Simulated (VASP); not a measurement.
CdTe, 2 atoms in the cell. It takes space group F-43m (No. 216, cubic). Conventional cell: a = 6.427 Å, b = 6.427 Å, c = 6.427 Å, α = 90.00°, β = 90.00°, γ = 90.00°. Cd (site symmetry -43m) has 4 Te at 2.78 Å as nearest neighbours. Te (site symmetry -43m) has 4 Cd at 2.78 Å as nearest neighbours.  The cell isn't the ideal one: a relaxed cell with its volume scaled by 0.94.

```yaml
Program: VASP 6.6.1
Task: relaxation of the atoms
Functional: r2SCAN
Potentials_or_basis: VASP PAW PBE potentials, release 64 (Cd, Te)
Cutoff: 600 eV
k_mesh: 8 × 8 × 8
Occupations: gaussian, width 0.03 eV
Spin: no spin polarisation
Further_INCAR_settings: ALGO = Normal; EDIFF = 1e-07; IBRION = 2; EDIFFG = -0.01; NSW = 40
```

Potentials or basis: VASP PAW PBE potentials, release 64 (Cd, Te).

The run is started by

```bash
$ cat potpaw_PBE.64/Cd/POTCAR potpaw_PBE.64/Te/POTCAR > POTCAR
$ mpirun -np 1 vasp_std > vasp.out
```

Hardware: 1 thread of AMD EPYC 9R14 (Zen 4) (shared host).

Problem. Estimate the wall time of this run.

Solution. Wall time 2.2 min on 1 thread of AMD EPYC 9R14 (Zen 4), with other jobs on the host, peak memory 0.21 GiB. Counts: scf iterations 20, k points 29, ion steps 1.
